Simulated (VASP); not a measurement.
# PbF2 (Fluorocronite) (Fm-3m) in VASP: further runs

One crystal, PbF2 (Fluorocronite), is run at these levels: HSE06, PBE0, PBE-EpsX, PBE; tasks: band structure, phonons.

Everything below comes from runs of VASP 6.6.1. Logs are shortened: lines on timing, memory, paths and dates and some standing lists are left out, and cuts for length are marked.

### Step 1. Starting point

The structure is cubic, space group Fm-3m (No. 225). Conventional cell: a = 5.892 Å, b = 5.892 Å, c = 5.892 Å, α = 90.00°, β = 90.00°, γ = 90.00°. Pb (site symmetry m-3m) is surrounded by 8 F at 2.55 Å. F (site symmetry -43m) is surrounded by 4 Pb at 2.55 Å.

### Step 2. Band structure, HSE06

Input file POSCAR:

```
PbF2                                    
1.0
    0.0000000000      2.9462119402      2.9462119402
    2.9462119402      0.0000000000      2.9462119402
    2.9462119402      2.9462119402      0.0000000000
  Pb              F             
     1     2
Direct
     0.0000000000000000    0.0000000000000000    0.0000000000000000
     0.2500000000000000    0.2500000000000000    0.2500000000000000
     0.7500000000000000    0.7500000000000000    0.7500000000000000
```

Input file INCAR.step1:

```
PREC = Accurate
ENCUT = 520
EDIFF = 1E-5
ISMEAR = 0
SIGMA = 0.03
LREAL = F
LASPH = T
NELM = 80
ALGO = Normal
ISIF = 2
LWAVE = T
LCHARG = F
KPAR = 4
GGA = PE
```

Input file INCAR.step2:

```
PREC = Accurate
ENCUT = 520
EDIFF = 1E-6
ISMEAR = 0
SIGMA = 0.03
LREAL = F
LASPH = T
NELM = 80
ALGO = Normal
ISIF = 2
LWAVE = F
LCHARG = F
GGA = PE
LHFCALC = T
HFSCREEN = 0.2
PRECFOCK = Fast
KPAR = 4
ISTART = 1
```

Input file KPOINTS:

```
regular mesh
0
Gamma
  6 6 6
```

Input file KPOINTS_OPT:

```
explicit points
6
Reciprocal
 0.0000000000  0.0000000000  0.0000000000 1
 0.3750000000  0.3750000000  0.7500000000 1
 0.5000000000  0.5000000000  0.5000000000 1
 0.6250000000  0.2500000000  0.6250000000 1
 0.5000000000  0.2500000000  0.7500000000 1
 0.5000000000  0.0000000000  0.5000000000 1
```

Potentials or basis: VASP PAW PBE potentials, release 64 (Pb_d, F).

On the command line:

```bash
$ cat potpaw_PBE.64/Pb_d/POTCAR potpaw_PBE.64/F/POTCAR > POTCAR
$ cp INCAR.step1 INCAR
$ mpirun -np 4 vasp_std > vasp.out
$ cp INCAR.step2 INCAR
$ mpirun -np 4 vasp_std > vasp.out
```

OUTCAR:

```text
PREC = Accurate
   ENCUT = 520
   EDIFF = 1E-6
   ISMEAR = 0
   LREAL = F
   LASPH = T
   NELM = 80
   ISIF = 2
   GGA = PE
   LHFCALC = T
   HFSCREEN = 0.2
   PRECFOCK = Fast
   ISTART = 1

 ion  position               nearest neighbor table
   1  0.000  0.000  0.000-   3 2.55   3 2.55   3 2.55   2 2.55   3 2.55   2 2.55   2 2.55   2 2.55

   2  0.250  0.250  0.250-   1 2.55   1 2.55   1 2.55   1 2.55
   3  0.750  0.750  0.750-   1 2.55   1 2.55   1 2.55   1 2.55

  LATTYP: Found a face centered cubic cell.
 ALAT       =     5.8924238804

  Lattice vectors:

 A1 = (   0.0000000000,   2.9462119402,   2.9462119402)
 A2 = (   2.9462119402,   0.0000000000,   2.9462119402)
 A3 = (   2.9462119402,   2.9462119402,   0.0000000000)

Analysis of symmetry for initial positions (statically):
=====================================================================
 Subroutine PRICEL returns:
 Original cell was already a primitive cell.

 Routine SETGRP: Setting up the symmetry group for a
 face centered cubic supercell.

 Subroutine GETGRP returns: Found 48 space group operations
 (whereof 48 operations were pure point group operations)
 out of a pool of 48 trial point group operations.

The static configuration has the point symmetry O_h .

Analysis of symmetry for dynamics (positions and initial velocities):
=====================================================================
 Subroutine PRICEL returns:
 Original cell was already a primitive cell.

 Routine SETGRP: Setting up the symmetry group for a
 face centered cubic supercell.

 Subroutine GETGRP returns: Found 48 space group operations
 (whereof 48 operations were pure point group operations)
 out of a pool of 48 trial point group operations.

The dynamic configuration has the point symmetry O_h .

 Subroutine INISYM returns: Found 48 space group operations
 (whereof 48 operations are pure point group operations),
 and found     1 'primitive' translations

----------------------------------------------------------------------------------------

                                     Primitive cell

  volume of cell :      51.1472

  direct lattice vectors                    reciprocal lattice vectors
     0.000000000  2.946211940  2.946211940    -0.169709447  0.169709447  0.169709447
     2.946211940  0.000000000  2.946211940     0.169709447 -0.169709447  0.169709447
     2.946211940  2.946211940  0.000000000     0.169709447  0.169709447 -0.169709447

  length of vectors
     4.166572883  4.166572883  4.166572883     0.293945385  0.293945385  0.293945385

  position of ions in fractional coordinates (direct lattice)
     0.000000000  0.000000000  0.000000000
     0.250000000  0.250000000  0.250000000
     0.750000000  0.750000000  0.750000000

  ion indices of the primitive-cell ions
   primitive index   ion index
                 1           1
                 2           2
                 3           3

----------------------------------------------------------------------------------------

 KPOINTS: regular mesh

Automatic generation of k-mesh.
 Grid dimensions read from file:
 generate k-points for:    6    6    6

 Generating k-lattice:

  Cartesian coordinates                     Fractional coordinates (reciprocal lattice)
    -0.028284908  0.028284908  0.028284908     0.166666667  0.000000000  0.000000000
     0.028284908 -0.028284908  0.028284908     0.000000000  0.166666667  0.000000000
     0.028284908  0.028284908 -0.028284908     0.000000000  0.000000000  0.166666667

  Length of vectors
     0.048990898  0.048990898  0.048990898

  Shift w.r.t. Gamma in fractional coordinates (k-lattice)
     0.000000000  0.000000000  0.000000000

 Subroutine IBZKPT returns following result:
 ===========================================

 Found     16 irreducible k-points:

 Following reciprocal coordinates:
            Coordinates               Weight
  0.000000  0.000000  0.000000      1.000000
  0.166667  0.000000  0.000000      8.000000
  0.333333  0.000000  0.000000      8.000000
  0.500000  0.000000  0.000000      4.000000
  0.166667  0.166667  0.000000      6.000000
  0.333333  0.166667  0.000000     24.000000
[... 8 lines left out ...]
 -0.333333  0.333333  0.166667     24.000000
 -0.333333  0.500000  0.166667     12.000000
   k-points           NKPTS =     16   k-points in BZ     NKDIM =    216   number of bands    NBANDS=     18
   number of dos      NEDOS =    301   number of ions     NIONS =      3
   total plane-waves  NPLWV =  32768
   dimension x,y,z NGX =    32 NGY =   32 NGZ =   32
   dimension x,y,z NGXF=    64 NGYF=   64 NGZF=   64
   ions per type =               1   2
   NGX,Y,Z   is equivalent  to a cutoff of  12.77, 12.77, 12.77 a.u.
   NGXF,Y,Z  is equivalent  to a cutoff of  25.54, 25.54, 25.54 a.u.
 SYSTEM =  unknown system
   PREC   = accura    normal or accurate (medium, high low for compatibility)
   ISTART =      1    job   : 0-new  1-cont  2-samecut
   ICHARG =      0    charge: 1-file 2-atom 10-const
   ISPIN  =      1    spin polarized calculation?
   LNONCOLLINEAR =      F non collinear calculations
   LSORBIT =      F    spin-orbit coupling
   LASPH  =      T    aspherical Exc in radial PAW
   ENCUT  =  520.0 eV  38.22 Ry    6.18 a.u.   7.75  7.75  7.75*2*pi/ulx,y,z
   NELM   =     80;   NELMIN=  2; NELMDL=  0     # of ELM steps
   EDIFF  = 0.1E-05   stopping-criterion for ELM
   LREAL  =      F    real-space projection
   EDIFFG = 0.1E-04   stopping-criterion for IOM
   NSW    =      0    number of steps for IOM
   IBRION =     -1    ionic relax: 0-MD 1-quasi-New 2-CG
   NFREE  =      0    steps in history (QN), initial steepest desc. (CG)
   ISIF   =      2    stress and relaxation
   ISYM   =      3    0-nonsym 1-usesym 2-fastsym
   POTIM  = 0.5000    time-step for ionic-motion
   TEBEG  =    0.0;   TEEND  =   0.0 temperature during run
   PSTRESS=    0.0 pullay stress
   NELECT =      28.0000    total number of electrons
   NUPDOWN=      -1.0000    fix difference up-down
   EMIN   =  10.00;   EMAX   =-10.00  energy-range for DOS
   EFERMI =   0.00;   METHOD = LEGACY
   ISMEAR =     0;   SIGMA  =   0.03  broadening in eV -4-tet -1-fermi 0-gaus
   EFERMI_NEDOS =   21; number of points for ismear=-14 and -15
   IALGO  =     38    algorithm
   IMIX   =      1    mixing-type and parameters
     AMIX     =   0.40;   BMIX     =  1.00
     AMIX_MAG =   1.60;   BMIX_MAG =  1.00
  volume/ion in A,a.u.               =      17.05       115.05
  Fermi-wavevector in a.u.,A,eV,Ry     =   1.339225  2.530768 24.402367  1.793523
  Thomas-Fermi vector in A             =   2.467633
   LORBIT       =      0    0 simple, 1 ext, 2 COOP (PROOUT), +10 PAW based schemes
   GGA     = PE    functional components
   LHFCALC =     T    Hartree Fock is set to
   PRECFOCK=fast      Normal, Fast or Accurate (Low or Medium for compatibility)
   ENCUT4O =  -1.0   cutoff for four orbital integrals eV
   NKREDX  =     1    reduce k-point grid by
   NKREDY  =     1    reduce k-point grid by
   NKREDZ  =     1    reduce k-point grid by
   AEXX    =    0.2500 exact exchange contribution
   HFSCREEN=    0.2000 screening length (either q_TF or 0.3 A-1)
   HFSCREENC=   0.2000 screening length for correlation (either q_TF or 0.3 A-1)
   ENCUTFOCK=  -1.0 apply spherical cutoff to Coloumb kernel
   IVDW    =     0    specifies the selected vdW correction
   LEPSILON=     F    determine dielectric tensor
   LRPA    =     F    only Hartree local field effects (RPA)
 non-spin polarized calculation
 Gauss-broadening in eV      SIGMA  =   0.03
  energy-cutoff  :      520.00
  volume of cell :       51.15
 maximum number of plane-waves:      1411
  NGX = 18; NGY = 18; NGZ = 18

 number of electron      27.9999995 magnetization

 Free energy of the ion-electron system (eV)
  ---------------------------------------------------
  ext. energy  EPLUGINS =         0.00000000
  ---------------------------------------------------
  free energy    TOTEN  =       -17.86358560 eV

  energy without entropy =      -17.86358560  energy(sigma->0) =      -17.86358560

 E-fermi :   1.3283     XC(G=0):  -7.7923

 val. band max:        1.1526405459   @ k =  -0.3333   0.5000   0.1667
 cond. band min:       6.9148159742   @ k =   0.5000   0.5000   0.0000
 fundamental gap:      5.7621754283
 Fermi energy:         1.3283338240

 k-point     1 :       0.0000    0.0000    0.0000
  band No.  band energies     occupation
      1     -22.3024      2.00000
      2     -21.6365      2.00000
      3     -14.4782      2.00000
      4     -14.4782      2.00000
      5     -14.4782      2.00000
      6     -14.3881      2.00000
[... 10 lines left out ...]
     17       9.4065      0.00000
     18      13.1880      0.00000

 k-point     2 :       0.1667    0.0000    0.0000
  band No.  band energies     occupation
      1     -22.2466      2.00000
      2     -21.6860      2.00000
      3     -14.4661      2.00000
      4     -14.4661      2.00000
      5     -14.4178      2.00000
      6     -14.3879      2.00000
[... 10 lines left out ...]
     17       9.6482      0.00000
     18      14.7149      0.00000

 k-point     3 :       0.3333    0.0000    0.0000
  band No.  band energies     occupation
      1     -22.1133      2.00000
      2     -21.8045      2.00000
      3     -14.4519      2.00000
      4     -14.4519      2.00000
      5     -14.3772      2.00000
      6     -14.3772      2.00000
[... 10 lines left out ...]
     17      10.1503      0.00000
     18      15.9195      0.00000

 k-point     4 :       0.5000    0.0000    0.0000
  band No.  band energies     occupation
      1     -21.9901      2.00000
      2     -21.9185      2.00000
      3     -14.4503      2.00000
      4     -14.4503      2.00000
      5     -14.3662      2.00000
      6     -14.3662      2.00000
[... 207 lines left out ...]
      4     -14.4075      2.00000
      5     -14.3902      2.00000
      6     -14.3520      2.00000
[... 10 lines left out ...]
     17      10.3642      0.00000
     18      13.2840      0.00000

 k-point    15 :      -0.3333    0.3333    0.1667
  band No.  band energies     occupation
      1     -21.9557      2.00000
      2     -21.9378      2.00000
      3     -14.4126      2.00000
      4     -14.4013      2.00000
      5     -14.3750      2.00000
      6     -14.3280      2.00000
[... 10 lines left out ...]
     17      10.3984      0.00000
     18      13.0249      0.00000

 k-point    16 :      -0.3333    0.5000    0.1667
  band No.  band energies     occupation
      1     -21.9752      2.00000
      2     -21.9131      2.00000
      3     -14.4176      2.00000
      4     -14.3768      2.00000
      5     -14.3740      2.00000
      6     -14.3405      2.00000
[... 10 lines left out ...]
     17      10.2139      0.00000
     18      12.3997      0.00000

------------------------ aborting loop because EDIFF is reached ----------------------------------------

  FORCE on cell =-STRESS in cart. coord.  units (eV):
  Direction    XX          YY          ZZ          XY          YZ          ZX
  --------------------------------------------------------------------------------------
  -------------------------------------------------------------------------------------
  Total        0.7084679      0.7084679      0.7084679      0.0000000      0.0000000     -0.0000000
  in kB       22.1926311     22.1926311     22.1926311      0.0000000      0.0000000     -0.0000000
  external PRESSURE =      22.1926311 kB  Pullay stress =       0.0000000 kB

 VOLUME and BASIS-vectors are now :
 -----------------------------------------------------------------------------
  energy-cutoff  :      520.00
  volume of cell :       51.15
      direct lattice vectors                 reciprocal lattice vectors
     0.000000000  2.946211940  2.946211940    -0.169709447  0.169709447  0.169709447
     2.946211940  0.000000000  2.946211940     0.169709447 -0.169709447  0.169709447
     2.946211940  2.946211940  0.000000000     0.169709447  0.169709447 -0.169709447

 POSITION                                       TOTAL-FORCE (eV/Angst)
 -----------------------------------------------------------------------------------
      0.00000      0.00000      0.00000        -0.000000      0.000000     -0.000000
      1.47311      1.47311      1.47311         0.000000      0.000000      0.000000
      4.41932      4.41932      4.41932        -0.000000     -0.000000     -0.000000
 -----------------------------------------------------------------------------------
    total drift:                                0.000000      0.000000      0.000001

  FREE ENERGIE OF THE ION-ELECTRON SYSTEM (eV)
  ---------------------------------------------------
  free  energy   TOTEN  =       -17.8635856003 eV

  energy  without entropy=      -17.8635856003  energy(sigma->0) =      -17.86358560
```

Run time: 9.3 min. Hardware: 4 MPI ranks of Intel Xeon 6975P-C (Granite Rapids), shared host; peak memory 0.31 GiB.

Results:

* Free energy: -17.8636 eV
* Pressure: 2.2 GPa
* Band gap on the k mesh: 5.76 eV, indirect (least direct gap 5.87 eV)
* Band gap along the path: 5.73 eV, indirect (least direct gap 5.87 eV)

Levels at points of the mesh, in eV from the valence-band top:
```csv
k point,band 11,band 12,band 13,band 14,band 15,band 16,band 17,band 18
"(0.00, 0.00, 0.00)",-3.26,-2.71,-2.71,-2.71,8.25,8.25,8.25,12.04
"(0.50, 0.00, 0.00)",-3.45,-2.90,-2.90,-0.10,6.31,9.26,9.26,14.70
"(0.50, 0.50, 0.00)",-2.27,-2.26,-2.26,-0.10,5.76,9.52,9.52,10.23
```

Caveat: the PAW data sets were made with another functional, which shifts forces and pressure a little; spin-orbit coupling is left out, which as a rule narrows the gap of such compounds by several tenths of an eV.

### Step 3. Band structure, PBE0

POSCAR is that of step 2.

INCAR.step1 is that of step 2.

INCAR.step2, as its differences from that of step 2:

```diff
@@ -14,4 +14,5 @@
 LHFCALC = T
-HFSCREEN = 0.2
+AEXX = 0.25
 PRECFOCK = Fast
+HFRCUT = -1
 KPAR = 4
```

KPOINTS is that of step 2.

KPOINTS_OPT is that of step 2.

Potentials or basis: VASP PAW PBE potentials, release 64 (Pb_d, F).

On the command line:

```bash
$ cat potpaw_PBE.64/Pb_d/POTCAR potpaw_PBE.64/F/POTCAR > POTCAR
$ cp INCAR.step1 INCAR
$ mpirun -np 4 vasp_std > vasp.out
$ cp INCAR.step2 INCAR
$ mpirun -np 4 vasp_std > vasp.out
```

It took 8.3 min on 4 MPI ranks of Intel Xeon 6975P-C (Granite Rapids), shared host; peak memory 0.22 GiB.

Results (log left out):

* Free energy: -19.0167 eV
* Pressure: 2.1 GPa
* Band gap on the k mesh: 6.46 eV, indirect (least direct gap 6.57 eV)
* Band gap along the path: 6.43 eV, indirect (least direct gap 6.57 eV)

Levels at points of the mesh, in eV from the valence-band top:
| k point | band 12 | band 13 | band 14 | band 15 | band 16 | band 17 |
| --- | --- | --- | --- | --- | --- | --- |
| (0.00, 0.00, 0.00) | -2.75 | -2.75 | -2.75 | 8.98 | 8.98 | 8.98 |
| (0.50, 0.00, 0.00) | -2.93 | -2.93 | -0.11 | 7.03 | 9.99 | 9.99 |
| (0.50, 0.50, 0.00) | -2.28 | -2.28 | -0.10 | 6.46 | 10.25 | 10.25 |

Caveat: the PAW data sets were made with another functional, which shifts forces and pressure a little; spin-orbit coupling is left out, which as a rule narrows the gap of such compounds by several tenths of an eV.

### Step 4. Band structure, PBE-EpsX

POSCAR is that of step 3.

Input file INCAR.step1:

```
PREC = Accurate
ENCUT = 520
EDIFF = 1E-8
ISMEAR = 0
SIGMA = 0.03
LREAL = F
LASPH = T
NELM = 80
ALGO = Normal
ISIF = 2
LWAVE = F
LCHARG = F
KPAR = 4
GGA = PE
LEPSILON = T
```

Input file KPOINTS.step1:

```
Automatic mesh
0
G
  8 8 8
  0 0 0
```

Input file INCAR.step2:

```
PREC = Accurate
ENCUT = 520
EDIFF = 1E-5
ISMEAR = 0
SIGMA = 0.03
LREAL = F
LASPH = T
NELM = 80
ALGO = Normal
ISIF = 2
LWAVE = T
LCHARG = F
KPAR = 4
GGA = PE
```

Input file KPOINTS.step2:

```
regular mesh
0
Gamma
  6 6 6
```

Input file INCAR.step3:

```
PREC = Accurate
ENCUT = 520
EDIFF = 1E-6
ISMEAR = 0
SIGMA = 0.03
LREAL = F
LASPH = T
NELM = 80
ALGO = Normal
ISIF = 2
LWAVE = F
LCHARG = F
GGA = PE
LHFCALC = T
AEXX = 0.2994
PRECFOCK = Fast
HFRCUT = -1
KPAR = 4
ISTART = 1
```

Input file KPOINTS.step3:

```
regular mesh
0
Gamma
  6 6 6
```

KPOINTS_OPT is that of step 3.

On the command line:

```bash
$ cat potpaw_PBE.64/Pb_d/POTCAR potpaw_PBE.64/F/POTCAR > POTCAR
$ cp INCAR.step1 INCAR
$ cp KPOINTS.step1 KPOINTS
$ mpirun -np 4 vasp_std > vasp.out
$ cp INCAR.step2 INCAR
$ cp KPOINTS.step2 KPOINTS
$ mpirun -np 4 vasp_std > vasp.out
$ cp INCAR.step3 INCAR
$ cp KPOINTS.step3 KPOINTS
$ mpirun -np 4 vasp_std > vasp.out
```

Wall time 9.5 min (4 MPI ranks of Intel Xeon 6975P-C (Granite Rapids), shared host); peak memory 0.32 GiB.

Results (log left out):

* Free energy: -19.9706 eV
* Pressure: 1.8 GPa
* Band gap on the k mesh: 6.87 eV, indirect (least direct gap 6.97 eV)
* Band gap along the path: 6.83 eV, indirect (least direct gap 6.97 eV)

Levels at points of the mesh, in eV from the valence-band top:
| k point | band 12 | band 13 | band 14 | band 15 | band 16 | band 17 |
| --- | --- | --- | --- | --- | --- | --- |
| (0.00, 0.00, 0.00) | -2.89 | -2.89 | -2.89 | 9.40 | 9.40 | 9.40 |
| (0.50, 0.00, 0.00) | -3.08 | -3.08 | -0.13 | 7.42 | 10.43 | 10.43 |
| (0.50, 0.50, 0.00) | -2.43 | -2.43 | -0.10 | 6.87 | 10.70 | 10.70 |

Caveat: the PAW data sets were made with another functional, which shifts forces and pressure a little; spin-orbit coupling is left out, which as a rule narrows the gap of such compounds by several tenths of an eV.

[end of part 1 of 2]
